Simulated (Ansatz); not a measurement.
# Cd₄S and its competing phases

Method: DFT PBE, scalar-relativistic, plane waves, PAW in Ansatz 0.2.0. Settings: cutoff 420 eV, Γ-centred meshes spaced at most about 0.3 Å⁻¹, and about 0.25 Å⁻¹ or finer for metals (2π included), Gaussian smearing. No spin polarisation.

The zero of energy is the elements' standard structures at the same level; no fitted shifts are applied.

All energies are static (0 K, no zero-point motion). The reference form of S is held partly by dispersion forces, which this level lacks.

The competitors are the elements and 1 reference phase of this chemical system (from databases or known types: CdS), relaxed at the same level; other known phases may be missing.

The candidate was reached from: random cell.

```xyz
5
Lattice="5.3092 0.0000 0.0000 0.0000 5.3092 0.0000 0.0000 0.0000 6.1927" Properties=species:S:1:pos:R:3 pbc="T T T"
Cd    0.0000    2.6546    3.0963
Cd    2.6546    0.0000    3.0963
Cd    0.0000    0.0000    1.4392
Cd    0.0000    0.0000    4.7534
S     2.6546    2.6546    3.0963
```

Q: Where does it stand against these competitors?

A: Not stable. Its formation energy is 0.125 eV/atom. The lowest competing mixture at this composition is this:

| phase | space group | source | share of atoms | ΔE_f (eV/atom) |
| --- | --- | --- | --- | --- |
| Cd | - | element | 0.6000 | -0.0026 |
| CdS | P6_3mc (No. 186) | COD | 0.4000 | -0.660 |

The lowest database cell of Cd (-0.0026) lies slightly below the reference, hence the non-zero entry.

The mixture lies at -0.266 eV/atom, and the candidate lies 0.39 eV/atom above it. The candidate matches no cell in the subsets of the Crystallography Open Database and the Materials Project at hand. A phase this far over the hull is unlikely to be made.
